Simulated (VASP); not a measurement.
# GaN (Fm-3m) in VASP: notebook, part 3 of 3

VASP 6.6.1. Earlier steps stand in the parts before.

## 6. G0W0 quasiparticle levels, PBE

Input file POSCAR:

```
GaN
1.0
    0.0000000000      2.1352350000      2.1352350000
    2.1352350000      0.0000000000      2.1352350000
    2.1352350000      2.1352350000      0.0000000000
Ga N
1 1
Direct
    0.0000000000      0.0000000000      0.0000000000
    0.5000000000      0.5000000000      0.5000000000
```

Input file INCAR.step1:

```
SYSTEM = GaN
PREC = Accurate ; ENCUT = 450
EDIFF = 1E-8 ; ISMEAR = 0
SIGMA = 0.01 ; LREAL = .FALSE.
LASPH = .TRUE. ; NELM = 80
ALGO = Fast ; LWAVE = .TRUE.
LCHARG = .FALSE. ; GGA = PE
```

Input file INCAR.step2:

```
SYSTEM = GaN
PREC = Accurate ; ENCUT = 450
EDIFF = 1E-8 ; ISMEAR = 0
SIGMA = 0.01 ; LREAL = .FALSE.
LASPH = .TRUE. ; NELM = 1
ALGO = Exact ; LWAVE = .TRUE.
LCHARG = .FALSE. ; GGA = PE
NBANDS = 32 ; LOPTICS = .TRUE.
ISTART = 1
```

Input file INCAR.step3:

```
SYSTEM = GaN
PREC = Accurate ; ENCUT = 450
EDIFF = 1E-8 ; ISMEAR = 0
SIGMA = 0.01 ; LREAL = .FALSE.
LASPH = .TRUE. ; ALGO = EVGW0
LWAVE = .FALSE. ; LCHARG = .FALSE.
GGA = PE ; NELMGW = 1
NBANDS = 32 ; ENCUTGW = 200
NOMEGA = 48 ; PRECFOCK = Fast
ISTART = 1 ; NBANDSGW = 17
```

Input file KPOINTS:

```
regular mesh
0
G
  3 3 3
  0 0 0
```

Potentials or basis: VASP PAW PBE potentials, release 64 (Ga_d_GW, N_GW).

Run with:

```sh
$ cat potpaw_PBE.64/Ga_d_GW/POTCAR potpaw_PBE.64/N_GW/POTCAR > POTCAR
$ cp INCAR.step1 INCAR
$ mpirun -np 1 vasp_std > vasp.out
$ cp INCAR.step2 INCAR
$ mpirun -np 1 vasp_std > vasp.out
$ cp INCAR.step3 INCAR
$ mpirun -np 1 vasp_std > vasp.out
```

OUTCAR:

```text
SYSTEM = GaN
   PREC = Accurate
   ENCUT = 450
   EDIFF = 1E-8
   ISMEAR = 0
   LREAL = .FALSE.
   LASPH = .TRUE.
   GGA = PE
   NELMGW = 1
   ENCUTGW = 200
   PRECFOCK = Fast
   ISTART = 1

 Found      4 irreducible k-points:

 Following reciprocal coordinates:
            Coordinates               Weight
  0.000000  0.000000  0.000000      1.000000
  0.333333  0.000000  0.000000      8.000000
  0.333333  0.333333  0.000000      6.000000
 -0.333333  0.333333  0.000000     12.000000
   k-points           NKPTS =      4   k-points in BZ     NKDIM =     27   number of bands    NBANDS=     32
   number of dos      NEDOS =    301   number of ions     NIONS =      2
   total plane-waves  NPLWV =  13824
   dimension x,y,z NGX =    24 NGY =   24 NGZ =   24
   dimension x,y,z NGXF=    48 NGYF=   48 NGZF=   48
   ions per type =               1   1
   NGX,Y,Z   is equivalent  to a cutoff of  13.21, 13.21, 13.21 a.u.
   NGXF,Y,Z  is equivalent  to a cutoff of  26.43, 26.43, 26.43 a.u.
 SYSTEM =  GaN
   PREC   = accura    normal or accurate (medium, high low for compatibility)
   ISTART =      1    job   : 0-new  1-cont  2-samecut
   ICHARG =      0    charge: 1-file 2-atom 10-const
   ISPIN  =      1    spin polarized calculation?
   LNONCOLLINEAR =      F non collinear calculations
   LSORBIT =      F    spin-orbit coupling
   LASPH  =      T    aspherical Exc in radial PAW
   ENCUT  =  450.0 eV  33.07 Ry    5.75 a.u.   5.22  5.22  5.22*2*pi/ulx,y,z
   NELM   =     60;   NELMIN=  2; NELMDL=  0     # of ELM steps
   EDIFF  = 0.1E-07   stopping-criterion for ELM
   LREAL  =      F    real-space projection
   EDIFFG = 0.1E-06   stopping-criterion for IOM
   NSW    =      0    number of steps for IOM
   IBRION =     -1    ionic relax: 0-MD 1-quasi-New 2-CG
   NFREE  =      0    steps in history (QN), initial steepest desc. (CG)
   ISIF   =      0    stress and relaxation
   ISYM   =      3    0-nonsym 1-usesym 2-fastsym
   POTIM  = 0.5000    time-step for ionic-motion
   TEBEG  =    0.0;   TEEND  =   0.0 temperature during run
   PSTRESS=    0.0 pullay stress
   NELECT =      18.0000    total number of electrons
   NUPDOWN=      -1.0000    fix difference up-down
   EMIN   =  10.00;   EMAX   =-10.00  energy-range for DOS
   EFERMI =   0.00;   METHOD = LEGACY
   ISMEAR =     0;   SIGMA  =   0.01  broadening in eV -4-tet -1-fermi 0-gaus
   EFERMI_NEDOS =   21; number of points for ismear=-14 and -15
   IALGO  =     38    algorithm
   IMIX   =      4    mixing-type and parameters
     AMIX     =   0.40;   BMIX     =  1.00
     AMIX_MAG =   1.60;   BMIX_MAG =  1.00
  volume/ion in A,a.u.               =       9.74        65.70
  Fermi-wavevector in a.u.,A,eV,Ry     =   1.594814  3.013761 34.605481  2.543431
  Thomas-Fermi vector in A             =   2.692830
   LORBIT       =      0    0 simple, 1 ext, 2 COOP (PROOUT), +10 PAW based schemes
   GGA     = PE    functional components
   LHFCALC =     T    Hartree Fock is set to
   PRECFOCK=fast      Normal, Fast or Accurate (Low or Medium for compatibility)
   ENCUT4O =  -1.0   cutoff for four orbital integrals eV
   NKREDX  =     1    reduce k-point grid by
   NKREDY  =     1    reduce k-point grid by
   NKREDZ  =     1    reduce k-point grid by
   AEXX    =    1.0000 exact exchange contribution
   HFSCREEN=    0.0000 screening length (either q_TF or 0.3 A-1)
   HFSCREENC=   0.0000 screening length for correlation (either q_TF or 0.3 A-1)
   ENCUTFOCK=  -1.0 apply spherical cutoff to Coloumb kernel
   IVDW    =     0    specifies the selected vdW correction
   LEPSILON=     F    determine dielectric tensor
   LRPA    =     F    only Hartree local field effects (RPA)
   LRPAFORCE           =     F    calculate RPA forces
   ENCUTGW             = 200.0    cutoff for response function in eV
   ENCUTGWSOFT         = 160.0    soft cutoff for Coulomb kernel in GW response function in eV
   ENCUTLF             =  -1.0    cutoff for local field effects
   NELMGW              =     1    number of iterations in solving QP/BSE equation
   NELMHF              =     1    number of iterations in the inner HF iteration
   NKREDLFX            =     1    NKREDLFY  =   1   NKREDLFZ  =   1
 non-spin polarized calculation
 Gauss-broadening in eV      SIGMA  =   0.01
  energy-cutoff  :      450.00
  volume of cell :       19.47
 maximum number of plane-waves:       432
 NGX is ok and might be reduce to    24
  NGX = 12; NGY = 12; NGZ = 12
   NGX = 11   NGY = 11   NGZ = 11
 maximum number of plane-waves:       137

 QP shifts <psi_nk| G(iteration)W_0 |psi_nk>: iteration 1
 for sc-GW calculations column KS-energies equals QP-energies in previous step
 and V_xc(KS)=  KS-energies - (<T + V_ion + V_H > + <T+V_H+V_ion>^1  + <V_x>^1)

 k-point   1 :       0.0000    0.0000    0.0000
  band No.  KS-energies  QP-energies   sigma(KS)   V_xc(KS)     V^pw_x(r,r')   Z            occupation Imag(sigma)

      1      -9.5376     -10.2348     -15.3612     -14.4207     -24.1393       0.7414       2.0000       1.6282
      2      -6.8856      -9.4794     -25.2337     -21.6616     -35.0060       0.7261       2.0000       0.3577
      3      -6.8856      -9.4794     -25.2337     -21.6616     -35.0060       0.7261       2.0000       0.3577
      4      -6.8856      -9.4794     -25.2337     -21.6616     -35.0060       0.7261       2.0000       0.3577
      5      -6.7935      -9.4136     -25.4488     -21.8539     -35.4739       0.7288       2.0000       0.3810
      6      -6.7935      -9.4136     -25.4488     -21.8539     -35.4739       0.7288       2.0000       0.3810
[... 9 lines left out ...]
     16      22.6723      23.8342     -11.0882     -12.5947      -4.4060       0.7713       0.0000      -0.6374
     17      23.3076      23.6856      -8.5063      -8.9869      -2.3546       0.7864       0.0000      -0.3980

 k-point   2 :       0.3333    0.0000    0.0000
  band No.  KS-energies  QP-energies   sigma(KS)   V_xc(KS)     V^pw_x(r,r')   Z            occupation Imag(sigma)

      1      -7.6677      -8.3731     -16.5897     -15.5741     -25.1861       0.6946       2.0000       1.2185
      2      -6.9641      -9.5125     -25.1259     -21.6024     -35.0834       0.7232       2.0000       0.3961
      3      -6.9641      -9.5125     -25.1259     -21.6024     -35.0834       0.7232       2.0000       0.3961
      4      -6.9019      -9.2837     -24.3560     -21.0538     -33.9943       0.7213       2.0000       0.4422
      5      -6.7247      -9.3536     -25.4771     -21.8787     -35.3416       0.7306       2.0000       0.3597
      6      -6.7247      -9.3536     -25.4771     -21.8787     -35.3416       0.7306       2.0000       0.3597
[... 9 lines left out ...]
     16      26.4436      27.3771     -11.1588     -12.3249      -5.1568       0.8005       0.0000      -0.6290
     17      32.8236      33.9087     -10.2512     -11.5740      -3.2433       0.8203       0.0000      -1.3139

 k-point   3 :       0.3333    0.3333    0.0000
  band No.  KS-energies  QP-energies   sigma(KS)   V_xc(KS)     V^pw_x(r,r')   Z            occupation Imag(sigma)

      1      -8.2414      -9.7346     -20.4002     -18.2900     -29.9334       0.7076       2.0000       0.9193
      2      -7.0062      -9.5641     -25.0061     -21.4681     -34.7429       0.7230       2.0000       0.3626
      3      -6.7184      -9.3617     -25.5390     -21.9390     -35.5847       0.7342       2.0000       0.3825
      4      -6.7057      -9.3362     -25.4623     -21.8683     -35.2663       0.7319       2.0000       0.3567
      5      -6.7057      -9.3362     -25.4623     -21.8683     -35.2663       0.7319       2.0000       0.3567
      6      -5.6748      -7.2205     -20.7514     -18.6040     -29.5240       0.7198       2.0000       0.7182
[... 9 lines left out ...]
     16      33.7031      35.1055     -10.6678     -12.3381      -4.0704       0.8395       0.0000      -1.3144
     17      33.7031      35.1055     -10.6678     -12.3381      -4.0704       0.8395       0.0000      -1.3144

 k-point   4 :      -0.3333    0.3333    0.0000
  band No.  KS-energies  QP-energies   sigma(KS)   V_xc(KS)     V^pw_x(r,r')   Z            occupation Imag(sigma)

      1      -7.8768      -9.6872     -22.1576     -19.5695     -31.9332       0.6995       2.0000       0.7184
      2      -6.9394      -9.4818     -24.9407     -21.4322     -34.6613       0.7247       2.0000       0.3767
      3      -6.8688      -9.4395     -25.2666     -21.7284     -35.3046       0.7265       2.0000       0.4006
      4      -6.8067      -9.3937     -25.2192     -21.6602     -34.9837       0.7269       2.0000       0.3674
      5      -6.6877      -9.3260     -25.5008     -21.9037     -35.3089       0.7335       2.0000       0.3525
      6      -4.5080      -5.7842     -20.6523     -18.9229     -29.2231       0.7380       2.0000       0.7911
[... 9 lines left out ...]
     16      30.1108      31.2706     -10.5827     -12.0552      -3.8149       0.7877       0.0000      -1.1047
     17      34.9388      36.4501     -11.4886     -13.3243      -4.4134       0.8232       0.0000      -1.5590
```

Run time: 8.4 s. Hardware: 1 thread of Intel Xeon 6975P-C (Granite Rapids), shared host; peak memory 0.16 GiB.

The run converged, but some of its settings lie outside the range that counts as converged, so its numbers aren't taken as properties of the crystal.

Results:

* Band gap on the k mesh, mean-field level: 2.07 eV, indirect (least direct gap 2.26 eV)
* Quasiparticle gap: 2.97 eV
* Least direct quasiparticle gap: 3.13 eV

Caveat: the k mesh is coarse (spacing up to 0.85 Å⁻¹), so the values aren't converged; the cutoff is under 1.25 times the usual one of these potentials, so pressure, stress and relaxed cells hold a basis-set (Pulay) error; bands, screening cutoff and mesh are small and nothing is extrapolated, so the quasiparticle values aren't converged; an odd mesh through Γ misses points on the zone boundary, where band edges often lie.

## 7. For comparison

An earlier run on the cell as given: functional PBE; potentials or basis VASP PAW PBE potentials, release 64 (Ga_d, N); cutoff 520 eV; k mesh 11 × 11 × 11; occupations fermi-dirac, width 0.05 eV; no spin polarisation.

* Pressure: 0.4 GPa
* Band gap on the k mesh: 0.54 eV, indirect (least direct gap 2.37 eV)
